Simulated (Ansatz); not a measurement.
**Band table of Na (omega type)**

```
Na
1.0
     4.61015    0.00000    0.00000
    -2.30508    3.99251    0.00000
     0.00000    0.00000    2.73610
Na
3
Direct
  0.00000 0.00000 0.00000
  0.33333 0.66667 0.50000
  0.66667 0.33333 0.50000
```

The cell comes from a relaxation on PAW files under the same functional, begun from a prototype that needn't be the stable phase.

Level of theory: DFT with PBE, scalar-relativistic, in Ansatz 0.2.0; a Γ-centred 6×6×8 k mesh, Fermi–Dirac smearing of 0.08 eV, no spin polarisation. LAPW: all electrons, basis error target 1 meV/atom.

This run: volume at 0.45 of the series' base cell.

Path points, in fractions of the reciprocal vectors: Γ (0.000, 0.000, 0.000), M (0.500, 0.000, 0.000), K (0.333, 0.333, 0.000), A (0.000, 0.000, 0.500), L (0.500, 0.000, 0.500), H (0.333, 0.333, 0.500). Levels in eV from the Fermi level; bands 12 to 16, counted from the lowest band of the run. The gap is zero, the pressure 27.0 GPa.

```
# k(1/Å) point b12 b13 b14 b15 b16
0.000 Γ -24.96 -5.43 2.75 2.75 2.76
0.197 - -24.97 -5.27 1.39 1.96 2.94
0.393 - -24.97 -4.79 -0.21 1.40 2.48
0.590 - -24.97 -4.01 -1.69 1.07 2.10
0.787 M -24.97 -2.98 -2.96 0.96 1.96
0.900 - -24.97 -2.93 -2.91 0.34 2.65
1.014 - -24.97 -2.79 -2.76 -0.55 3.74
1.128 - -24.97 -2.55 -2.52 -1.41 4.93
1.241 K -24.97 -2.23 -2.19 -2.19 6.11
1.468 - -24.97 -3.56 -1.29 -1.26 4.98
1.695 - -24.97 -4.58 -0.05 -0.02 4.10
1.923 - -24.97 -5.21 1.40 1.43 3.48
2.150 Γ -24.96 -5.43 2.75 2.75 2.76
2.437 - -25.02 -5.08 2.99 2.99 3.00
2.724 - -25.04 -4.09 3.71 3.71 3.72
3.011 - -25.05 -2.51 1.99 4.83 4.83
3.298 A -25.06 -0.65 -0.21 5.77 5.77
3.495 - -25.06 -0.52 -0.07 4.97 5.43
3.691 - -25.05 -0.15 0.34 3.66 4.33
3.888 - -25.04 0.47 0.99 2.43 3.15
4.085 L -25.04 1.14 1.54 1.58 2.37
4.198 - -25.04 1.18 1.58 1.61 2.42
4.312 - -25.04 1.29 1.69 1.70 2.56
4.426 - -25.05 1.48 1.82 1.84 2.80
4.539 H -25.05 1.74 1.74 1.93 2.65
4.766 - -25.05 0.82 1.34 2.49 3.24
4.993 - -25.05 0.02 0.52 3.54 4.21
5.221 - -25.06 -0.48 -0.02 4.83 5.26
5.448 A -25.06 -0.65 -0.21 5.77 5.77
```
